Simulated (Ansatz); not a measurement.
AlN: strain energy, fitted

AlN, F-43m, a = 4.403 Å. This isn't the usual stable structure of the compound. Ansatz: PBE, PAW, 420 eV, Γ-centred 8×8×6 mesh on 4 atoms, Gaussian smearing 0.02 eV; no spin polarisation. Series: equal strain along all axes, cell held, atoms fixed by symmetry; x is the strain in per cent. y is the free energy over the unstrained cell, V0 = 10.671 Å³/atom.

```tsv
x (%)	y (meV/atom)
-4.5	?
-3.0	56.79
-1.5	13.58
0.0	0.00
1.5	12.43
3.0	47.62
4.5	102.72
```

Fit y = c2 x² + c3 x³ to the other rows, turn c2 into a modulus, and predict the missing energy.

Least squares on the rows shown. y = 5.8093 x² − 0.16463 x³. In eV per unit strain² c2 is 58.09; the stiffness is B for this strain (E = 9/2 B V0 ε², shape held): 2 × 58.09 × 160.2 / (9 × 10.671) = 194 GPa. At x = -4.5 the fit asked for gives 132.64 meV/atom. The run gave 133.61 meV/atom, so the fit is 0.97 meV/atom too low, 0.73 % of the span of the series, against an rms of 0.12 meV/atom on the fitted rows. The row lies outside the fitted range. With a term in x⁴ added, a fit to the same known rows predicts 133.67 meV/atom, so most of the miss is curvature that the known rows already hold.